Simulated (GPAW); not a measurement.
**MoS2: equation of state with PBEsol**

Crystal: MoS2.

```xyz
3
Lattice="1.5855 0.9154 6.1150 -1.5855 0.9154 6.1150 0.0000 -1.8308 6.1150" Properties=species:S:1:pos:R:3 pbc="T T T"
Mo    0.0000    0.0000    0.0000
S     0.0000    0.0000    4.5862
S     0.0000    0.0000   13.7587
```

Measurements of this composition are mostly on another form, of space group No. 194.

```json
{"Program": "GPAW 26.7.0", "Task": "equation of state", "Functional": "PBEsol", "Potentials or basis": "PAW data sets generated in the run's folder for this functional", "Cutoff": "600 eV", "Basis": "pw", "k mesh": "7 × 7 × 7", "Occupations": "fermi-dirac, width 0.05 eV", "Spin": "no spin polarisation", "Maxiter": "150", "Eos scales": "[0.94, 0.96, 0.98, 1.0, 1.02, 1.04, 1.06]"}
```

| Property | Result |
| --- | --- |
| Equilibrium volume | 18.12 Å³/atom |
| Bulk modulus at fixed shape and positions | 144 GPa |
| Pressure derivative of the bulk modulus | 4.3 |

Energy against volume, from the lowest point:
| volume (Å³/atom) | energy (meV/atom) |
| --- | --- |
| 16.685 | 58.82 |
| 17.040 | 32.08 |
| 17.395 | 13.92 |
| 17.750 | 3.48 |
| 18.105 | 0.00 |
| 18.460 | 2.79 |
| 18.815 | 11.23 |

It took 14 min on 1 thread of Intel(R) Xeon(R) Processor @ 2.70GHz, on a shared host, peak memory 0.46 GiB.

Caveat: the cell was scaled at fixed shape and fractional positions, which overstates the stiffness of a crystal with free parameters, most of all of layers and chains; the program warned that so skewed a cell can give wrong results.
